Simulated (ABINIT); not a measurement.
Input of an ABINIT 10.8.3 (patched build) run:

run.abi

```
# Pseudopotentials
pp_dirpath "./"
pseudos "Zn.GGA_PBE-JTH.xml"

# Structure
acell 5.2508173307 5.2508173215 45.4949894742
rprim
     1.0000000000     0.0000000000     0.0000000000
    -0.4999999991     0.8660254043     0.0000000000
     0.0000000000     0.0000000000     1.0000000000
ntypat 1
znucl 30
natom 5
typat 1 1 1 1 1
xred
     0.6666666700     0.3333333300     0.3194647500
     0.3333333300     0.6666666700     0.4113519500
     0.0000000000     0.0000000000     0.5000000000
     0.6666666700     0.3333333300     0.5886480500
     0.3333333300     0.6666666700     0.6805352500
chkprim 0
chksymtnons 0
tolsym 1.0e-6

# Plane-wave basis
ecut 22.0
pawecutdg 44.0

# k points
kptopt 1
ngkpt 11 11 1
nshiftk 1
shiftk 0.0 0.0 0.0

# Exchange and correlation
ixc 11

# Bands and occupations
nband 36
occopt 3
tsmear 0.05 eV

# SCF cycle
nstep 120
tolvrs 1.0e-9

# Output
iomode 3
prtwf 0
prteig 0
prtebands 0
enunit 1
prtvol 2
prtden 1
prtvha 1
prtvclmb 1
prtpot 1
```

Potentials or basis: JTH PAW PBE v2.0.

Run with:

```sh
$ mpirun --bind-to none -np 4 abinit run.abi > log 2>&1
```

Task: What does it give for the work function?

Result: 4.25 eV.

Task: Predict the largest force.

Result: 0.172 eV/Å.

Forces on the atoms (eV/Å):
```
Zn   0.000  0.000 -0.172
Zn   0.000  0.000 -0.116
Zn   0.000  0.000  0.000
Zn   0.000  0.000  0.116
Zn   0.000  0.000  0.172
```
